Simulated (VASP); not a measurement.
Write the native input for VASP 6.6.1 that does the following.

```
Task                   : single point
Functional             : revPBE
Potentials or basis    : VASP PAW PBE potentials, release 64 (Cd, F)
Cutoff                 : 520 eV
k mesh                 : 5 × 5 × 5
Occupations            : fermi-dirac, width 0.15 eV
Spin                   : no spin polarisation
Dipole correction      : no
Further INCAR settings : ALGO = Normal; EDIFF = 1e-06; NBANDS = 35
```

The structure of CdF2 lies in POSCAR:

```
CdF2
1.0
    0.0000000000      2.6940000000      2.6940000000
    2.6940000000      0.0000000000      2.6940000000
    5.9653502692      5.9653502692     -0.5773502692
Cd F
2 4
Direct
    0.0000000000      0.0000000000      0.0000000000
    0.0461582926      0.0461582926      0.4307625611
    0.2615395732      0.2615395732      0.1076906403
    0.7846187195      0.7846187195      0.3230719208
    0.3076978658      0.3076978658      0.5384532014
    0.8307770121      0.8307770121      0.7538344819
```

The input as run:

INCAR

```
SYSTEM = CdF2
PREC = Accurate
ENCUT = 520
EDIFF = 1E-6
ISMEAR = -1
SIGMA = 0.15
LREAL = .FALSE.
LASPH = .TRUE.
NELM = 100
ALGO = Normal
ISIF = 2
LWAVE = .FALSE.
LCHARG = .FALSE.
GGA = RE
NBANDS = 35
```

KPOINTS

```
Automatic mesh
0
G
  5 5 5
  0 0 0
```

Potentials or basis: VASP PAW PBE potentials, release 64 (Cd, F).

Run with:

```bash
$ cat potpaw_PBE.64/Cd/POTCAR potpaw_PBE.64/F/POTCAR > POTCAR
$ mpirun -np 1 vasp_std > vasp.out
```

It gave:

| Property | Result |
| --- | --- |
| Largest force | 2.438 eV/Å |
| Band gap on the k mesh | 1.27 eV, indirect (least direct gap 1.39 eV) |

Caveat: the PAW data sets were made with another functional, which shifts forces and pressure a little.

Wall time 94 s on 1 thread of Intel(R) Xeon(R) Platinum 8559C (Emerald Rapids), on a shared host, peak memory 0.23 GiB.
